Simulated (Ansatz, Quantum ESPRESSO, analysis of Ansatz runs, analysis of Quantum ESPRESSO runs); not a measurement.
# Substitutional N in diamond: charge-transition level, PBE (Quantum ESPRESSO), part 4 of 4

How near does this set-up come to the measured charge-transition level? Subject: substitutional N in diamond. Set-up: PBE, GBRV 1.5 PBE, cutoffs x 0.7, 64-site cell, PBE lattice, k: the zone centre alone then 2x2x2 shifted, started with the impurity moved along one bond, start relaxed with Ansatz. The model is a cell of 64 host atoms with 1 C taken out and 1 N put in. The level is the Fermi energy at which two charge states have equal formation energy, after a correction for the images of the charge. This set-up takes another basis size than the usual one.

Quantum ESPRESSO 7.5; PBE, GBRV 1.5 PBE, cutoffs x 0.7, 64-site cell, PBE lattice, k: the zone centre alone then 2x2x2 shifted, started with the impurity moved along one bond, start relaxed with Ansatz.

So far: The structure; Relaxation, charge +1; Single point, charge +1; Relaxation, charge 0.

**5. Single point, charge 0**

This step: Quantum ESPRESSO plane-wave DFT, PBE, GBRV 1.5 PBE potentials; single point of a defect supercell.

The input, pw.in:

```
&CONTROL
  calculation = 'scf'
  prefix = 'pwscf'
  outdir = './tmp'
  pseudo_dir = './pseudo'
  tprnfor = .true.
  disk_io = 'low'
/
&SYSTEM
  ibrav = 0
  nat = 64
  ntyp = 2
  ecutwfc = 31
  ecutrho = 252
  nbnd = 133
  occupations = 'smearing'
  smearing = 'fd'
  degauss = 0.00073499
  nspin = 2
  starting_magnetization(1) = 0.125
  starting_magnetization(2) = 0.1
  tot_magnetization = 1
  nosym = .true.
/
&ELECTRONS
  conv_thr = 6d-08
  electron_maxstep = 100
  mixing_beta = 0.3
/
ATOMIC_SPECIES
C     12.0110 c_pbe_v1.2.uspp.F.UPF
N     14.0070 n_pbe_v1.2.uspp.F.UPF
CELL_PARAMETERS angstrom
   7.1455291292    0.0000000000    0.0000000000
   0.0000000000    7.1455291292    0.0000000000
   0.0000000000    0.0000000000    7.1455291292
ATOMIC_POSITIONS crystal
C     -0.0026944298   -0.0022171205    0.2492621554
C     -0.0026954307    0.2498837973   -0.0028396823
[... 1 atom line left out ...]
C      0.2303007289    0.2307777317    0.2301568628
C      0.1226522106    0.1231301684    0.3713599231
[... 2 atom lines left out ...]
N      0.3920441362    0.3925215241    0.3918941909
[... 5 atom lines left out ...]
C      0.1276477148    0.3747206036    0.6234286111
C      0.3742421416    0.1281265180    0.6234281897
[... 5 atom lines left out ...]
C      0.1276482903    0.6240493023    0.3740977481
[... 1 atom line left out ...]
C      0.3742437557    0.6240517722    0.1275017004
[... 3 atom lines left out ...]
C      0.2563769420    0.5032564649    0.5026353645
[... 9 atom lines left out ...]
C      0.6235718188    0.1281267008    0.3740969118
C      0.6235740894    0.3747208135    0.1275019267
[... 3 atom lines left out ...]
C      0.5027768977    0.2568550071    0.5026336023
[... 6 atom lines left out ...]
C      0.5027800309    0.5032581615    0.2562322140
[... 14 atom lines left out ...]
C      0.8749531051    0.8754317978    0.8748095702
K_POINTS automatic
2 2 2 1 1 1
```

The input, pp_potential.in:

```
&INPUTPP
  prefix = 'pwscf'
  outdir = './tmp'
  filplot = 'potential.dat'
  plot_num = 11
/
&PLOT
  nfile = 1
  filepp(1) = 'potential.dat'
  iflag = 3
  output_format = 6
  fileout = 'potential.cube'
/
```

Run with:

```sh
$ OMP_NUM_THREADS=1 mpirun -n 4 pw.x -nk 2 -in pw.in > pw.out
$ OMP_NUM_THREADS=1 mpirun -n 4 pp.x -in pp_potential.in > pp_potential.out
```

What it wrote:

```text
[banner, memory and clock lines left out]
          URL

     bravais-lattice index     =            0
     lattice parameter (alat)  =      13.5031  a.u.
     unit-cell volume          =    2462.0665 (a.u.)^3
     number of atoms/cell      =           64
     number of atomic types    =            2
     number of electrons       =       257.00 (up: 129.00, down: 128.00)
     number of Kohn-Sham states=          133
     kinetic-energy cutoff     =      31.0000  Ry
     charge density cutoff     =     252.0000  Ry
     scf convergence threshold =      6.0E-08
     mixing beta               =       0.3000
     number of iterations used =            8  plain     mixing
     Exchange-correlation= SLA  PW   PBE  PBE
                           (   1   4   3   4   0   0   0)

     celldm(1)=  13.503093  celldm(2)=   0.000000  celldm(3)=   0.000000
     celldm(4)=   0.000000  celldm(5)=   0.000000  celldm(6)=   0.000000

     crystal axes: (cart. coord. in units of alat)
               a(1) = (   1.000000   0.000000   0.000000 )
               a(2) = (   0.000000   1.000000   0.000000 )
               a(3) = (   0.000000   0.000000   1.000000 )

     reciprocal axes: (cart. coord. in units 2 pi/alat)
               b(1) = (  1.000000  0.000000  0.000000 )
               b(2) = (  0.000000  1.000000  0.000000 )
               b(3) = (  0.000000  0.000000  1.000000 )

     PseudoPot. # 1 for C  read from file:
     c_pbe_v1.2.uspp.F.UPF
     Pseudo is Ultrasoft + core correction, Zval =  4.0
     Generated by new atomic code, or converted to UPF format
     Using radial grid of  721 points,  4 beta functions with:
                l(1) =   0
                l(2) =   0
                l(3) =   1
                l(4) =   1
     Q(r) pseudized with  8 coefficients,  rinner =    1.100   1.100   1.100

     PseudoPot. # 2 for N  read from file:
     n_pbe_v1.2.uspp.F.UPF
     Pseudo is Ultrasoft + core correction, Zval =  5.0
     Generated by new atomic code, or converted to UPF format
     Using radial grid of  729 points,  4 beta functions with:
                l(1) =   0
                l(2) =   0
                l(3) =   1
                l(4) =   1
     Q(r) pseudized with  8 coefficients,  rinner =    0.900   0.900   0.900

     atomic species   valence    mass     pseudopotential
     C                 4.00    12.01100     C ( 1.00)
     N                 5.00    14.00700     N ( 1.00)

     Starting magnetic structure
     atomic species   magnetization
     C               0.125
     N               0.100

     No symmetry found

   Cartesian axes

     site n.     atom                  positions (alat units)
         1        C      tau(   1) = (  -0.0026944  -0.0022171   0.2492622  )
         2        C      tau(   2) = (  -0.0026954   0.2498838  -0.0028397  )
         3        C      tau(   3) = (   0.2494057  -0.0022179  -0.0028395  )
         4        C      tau(   4) = (   0.2303007   0.2307777   0.2301569  )
         5        C      tau(   5) = (   0.1226522   0.1231302   0.3713599  )
         6        C      tau(   6) = (   0.1226538   0.3719789   0.1225099  )
         7        C      tau(   7) = (   0.3715017   0.1231309   0.1225095  )
         8        N      tau(   8) = (   0.3920441   0.3925215   0.3918942  )
         9        C      tau(   9) = (  -0.0001460   0.0003324   0.7487874  )
        10        C      tau(  10) = (   0.0012136   0.2505916   0.4983345  )
        11        C      tau(  11) = (   0.2501126   0.0016920   0.4983354  )
[...]
60        C      tau(  60) = (   0.7504581   0.7509369   0.7503153  )
        61        C      tau(  61) = (   0.6254042   0.6258806   0.8764263  )
        62        C      tau(  62) = (   0.6254037   0.8770498   0.6252595  )
        63        C      tau(  63) = (   0.8765705   0.6258820   0.6252605  )
        64        C      tau(  64) = (   0.8749531   0.8754318   0.8748096  )

     number of k points=     4  Fermi-Dirac smearing, width (Ry)=  0.0007
                       cart. coord. in units 2pi/alat
        k(    1) = (   0.2500000   0.2500000   0.2500000), wk =   0.2500000
        k(    2) = (   0.2500000   0.2500000  -0.2500000), wk =   0.2500000
        k(    3) = (   0.2500000  -0.2500000   0.2500000), wk =   0.2500000
        k(    4) = (   0.2500000  -0.2500000  -0.2500000), wk =   0.2500000

     Dense  grid:   166269 G-vectors     FFT dimensions: (  72,  72,  72)

     Smooth grid:    57363 G-vectors     FFT dimensions: (  48,  48,  48)

     Generating pointlists ...
     new r_m :   0.0855 (alat units)  1.1541 (a.u.) for type    1
     new r_m :   0.0855 (alat units)  1.1541 (a.u.) for type    2

     Initial potential from superposition of free atoms

     starting charge     256.9974, renormalised to     257.0000
     Starting wfcs are  256 randomized atomic wfcs

     Self-consistent Calculation

     iteration #  1     ecut=    31.00 Ry     beta= 0.30
     Davidson diagonalization with overlap
     ethr =  1.00E-02,  avg # of iterations =  2.0

     total energy              =    -743.28942090 Ry
     estimated scf accuracy    <       3.85554604 Ry

     total magnetization       =     1.00 Bohr mag/cell
     absolute magnetization    =     1.30 Bohr mag/cell

[...]
total energy              =    -743.09853091 Ry
     estimated scf accuracy    <       0.00000285 Ry

     total magnetization       =     1.00 Bohr mag/cell
     absolute magnetization    =     1.12 Bohr mag/cell

     iteration # 11     ecut=    31.00 Ry     beta= 0.30
     Davidson diagonalization with overlap
     ethr =  1.11E-09,  avg # of iterations =  3.5

     total energy              =    -743.09853198 Ry
     estimated scf accuracy    <       0.00000027 Ry

     total magnetization       =     1.00 Bohr mag/cell
     absolute magnetization    =     1.12 Bohr mag/cell

     iteration # 12     ecut=    31.00 Ry     beta= 0.30
     Davidson diagonalization with overlap
     ethr =  1.07E-10,  avg # of iterations =  4.0

     total energy              =    -743.09853225 Ry
     estimated scf accuracy    <       0.00000008 Ry

     total magnetization       =     1.00 Bohr mag/cell
     absolute magnetization    =     1.12 Bohr mag/cell

     iteration # 13     ecut=    31.00 Ry     beta= 0.30
     Davidson diagonalization with overlap
     ethr =  2.99E-11,  avg # of iterations =  4.1

     Magnetic moment per site  (integrated on atomic sphere of radius R)
     atom   1 (R=0.085)  charge=  1.8270  magn=  0.0140
     atom   2 (R=0.085)  charge=  1.8273  magn=  0.0140
     atom   3 (R=0.085)  charge=  1.8271  magn=  0.0140
     atom   4 (R=0.085)  charge=  1.8556  magn=  0.2866
     atom   5 (R=0.085)  charge=  1.8377  magn= -0.0094
     atom   6 (R=0.085)  charge=  1.8376  magn= -0.0094
     atom   7 (R=0.085)  charge=  1.8377  magn= -0.0094
     atom   8 (R=0.085)  charge=  2.9148  magn=  0.1432
     atom   9 (R=0.085)  charge=  1.8206  magn=  0.0005
     atom  10 (R=0.085)  charge=  1.8158  magn=  0.0045
[...]
atom  60 (R=0.085)  charge=  1.8162  magn=  0.0003
     atom  61 (R=0.085)  charge=  1.8216  magn= -0.0001
     atom  62 (R=0.085)  charge=  1.8216  magn= -0.0001
     atom  63 (R=0.085)  charge=  1.8216  magn= -0.0001
     atom  64 (R=0.085)  charge=  1.8185  magn=  0.0001

     End of self-consistent calculation

 ------ SPIN UP ------------

          k = 0.2500 0.2500 0.2500 (  7145 PWs)   bands (ev):

    -8.0652  -7.1499  -6.5992  -6.5992  -5.9380  -5.4832  -5.4832  -4.8664
    -4.3728  -4.3728  -4.2841  -3.7551  -3.4026  -3.4026  -3.3320  -3.3319
    -3.2743  -2.6775  -2.5000  -2.5000  -1.8789  -1.4913  -1.4913  -1.2110
    -1.2110  -1.1916  -0.5950  -0.5393  -0.5393  -0.4539  -0.4538  -0.3953
     0.6437   0.6905   0.6905   1.5110   1.6495   1.6496   1.9504   1.9504
     1.9929   2.1135   2.1136   2.1175   2.5089   2.5491   2.5491   2.6302
     3.2960   3.2960   3.3142   3.4235   3.4445   3.4445   4.6412   4.6412
     4.7992   4.8529   4.8619   4.8619   5.2969   5.3463   5.3464   5.4648
     5.5013   5.5013   5.6984   5.6984   5.7222   5.9126   5.9126   6.1114
     6.5596   6.5596   6.8589   6.8866   6.8866   6.9115   6.9535   6.9535
[...]
15.9946  17.8898  18.1805  18.1806  18.3789

          k = 0.2500 0.2500-0.2500 (  7145 PWs)   bands (ev):

[...]
15.7793  18.0479  18.1807  18.2569  18.3984

          k = 0.2500-0.2500 0.2500 (  7145 PWs)   bands (ev):

[...]
15.7793  18.0479  18.1806  18.2569  18.3984

          k = 0.2500-0.2500-0.2500 (  7145 PWs)   bands (ev):

[...]
15.7793  18.0479  18.1807  18.2568  18.3984

 ------ SPIN DOWN ----------

          k = 0.2500 0.2500 0.2500 (  7145 PWs)   bands (ev):

[...]
17.1902  17.9746  18.1887  18.1888  18.3917

          k = 0.2500 0.2500-0.2500 (  7145 PWs)   bands (ev):

[...]
16.9424  18.0978  18.1884  18.2759  18.4125

          k = 0.2500-0.2500 0.2500 (  7145 PWs)   bands (ev):

[...]
16.9424  18.0978  18.1884  18.2759  18.4125

          k = 0.2500-0.2500-0.2500 (  7145 PWs)   bands (ev):

[...]
7.9500   8.0309   8.1055   8.1378   8.2351   8.3443   8.4138   8.4166
     8.6920   8.8440   8.8490   8.9464   8.9533   9.0373   9.0548   9.0791
     9.1229   9.1571   9.1648   9.1951   9.2004   9.2290   9.3986   9.6445
     9.7528   9.8702  10.2659  10.3805  10.4665  10.6746  10.7565  10.8899
    11.0778  11.1917  11.2340  11.3351  11.4125  11.7054  12.5220  12.7649
    16.9424  18.0978  18.1884  18.2759  18.4125

     the spin up/dw Fermi energies are    16.8451   15.1778 ev

!    total energy              =    -743.09853235 Ry
     estimated scf accuracy    <       0.00000002 Ry
     smearing contrib. (-TS)   =       0.00000000 Ry
     internal energy E=F+TS    =    -743.09853235 Ry

     The total energy is F=E-TS. E is the sum of the following terms:
     one-electron contribution =     252.43992537 Ry
     hartree contribution      =      64.65900511 Ry
     xc contribution           =    -237.43002107 Ry
     ewald contribution        =    -822.76744175 Ry

     total magnetization       =     1.00 Bohr mag/cell
     absolute magnetization    =     1.12 Bohr mag/cell

     convergence has been achieved in  13 iterations

     Forces acting on atoms (cartesian axes, Ry/au):

     atom    1 type  1   force =    -0.00168498   -0.00168206    0.00371288
     atom    2 type  1   force =    -0.00167816    0.00370936   -0.00168003
     atom    3 type  1   force =     0.00371434   -0.00167891   -0.00168191
     atom    4 type  1   force =    -0.00548575   -0.00548133   -0.00546914
     atom    5 type  1   force =     0.00014983    0.00015031   -0.00010107
     atom    6 type  1   force =     0.00013068   -0.00007240    0.00012174
     atom    7 type  1   force =    -0.00007503    0.00013422    0.00012291
     atom    8 type  2   force =     0.00911547    0.00913236    0.00917360
     atom    9 type  1   force =     0.00011292    0.00010912    0.00066848
     atom   10 type  1   force =    -0.00007324   -0.00219078    0.00016364
[...]
atom   60 type  1   force =     0.00003224    0.00002849    0.00001894
     atom   61 type  1   force =     0.00007808    0.00008895   -0.00057746
     atom   62 type  1   force =     0.00007989   -0.00057674    0.00008023
     atom   63 type  1   force =    -0.00057198    0.00007665    0.00007100
     atom   64 type  1   force =     0.00024951    0.00024844    0.00024656

     Total force =     0.025389     Total SCF correction =     0.000233
```

Elapsed: 2.1 min, on 4 MPI ranks of Arm Neoverse V1, shared host; peak memory 0.9 GiB.

This step gave:

- total moment: 1.000 μB
- integral of the absolute spin density: 1.125 μB

**6. Charge-transition levels**

Analysis of the runs above: levels from Quantum ESPRESSO plane-wave DFT, PBE, GBRV 1.5 PBE potentials energies with an image-charge correction aligned at atomic sites (own code after Kumagai and Oba).

It gives:

| Quantity | Value |
| --- | --- |
| gap | 4.140 eV |

**7. Summary of results**

```
static dielectric constant used                   : 5.9
band gap of the host                              : 4.14 eV
(plus 1/0) level below the conduction-band bottom : 1.31 eV
```

**Reading.** (+1/0) level below the conduction-band bottom: computed 1.31 eV, measured 1.7 eV; 0.39 eV shallower than the measurement. The level is counted in a gap of 4.14 eV, and the correction is screened by a dielectric constant of 5.9 from a linear-response run on the host (PBEsol). Levels hang on the band edges, which semilocal functionals place too close together. Limits: the periodic copies of the defect are only 7.1 Å apart.

[Logs are printed without paths, hosts, clocks, repeated set-up lines and the standing remarks that a program may print on its own settings, such as how far it seeks lower states.]

[Hosts, paths, dates, database ids (printed as entryN), source tags and the programs' standing remarks are cut or masked in the printed files.]

[For some hosts the program warned that the k-mesh of the response run may be too coarse for force constants and the static dielectric constant; such warnings are not shown here.]
